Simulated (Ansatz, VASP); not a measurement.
**One calculation of Al2Cu, two programs**

```
Cu Al
1.0
     4.13237    0.00000    0.00000
     0.00000    4.13237    0.00000
     0.00000    0.00000    2.91046
Cu Al
1 2
Direct
  0.00000 0.00000 0.00000
  0.00000 0.50000 0.50000
  0.50000 0.00000 0.50000
```

Change from the starting cell: volume scaled by 1.02.

Alike in both runs: task single point; functional PBE; k mesh 7 × 7 × 9; occupations fermi-dirac, width 0.05 eV; no spin polarisation.

|  | VASP | Ansatz |
| --- | --- | --- |
| version | VASP 6.6.1 | Ansatz 0.2.0 |
| potentials or method | VASP PAW PBE potentials, release 64 (Cu, Al) | Ansatz PAW |
| plane-wave cutoff (eV) | 520 | 420 |
| valence electrons in the cell | 17 | 25 |

Ansatz gave:

| Quantity | Value |
| --- | --- |
| gap on the k mesh at the Fermi level (eV) | none |
| pressure (GPa) | -1.2 |
| largest component of the traceless stress (GPa) | 0.62 |

**Question.** Estimate VASP's values.

**Answer.** gap on the k mesh at the Fermi level (eV): none; pressure (GPa): -1.1; largest component of the traceless stress (GPa): 0.63.

A gap of «none» marks a metal or a gap that the smearing closes. The two sets of potentials don't hold the same shells in valence.
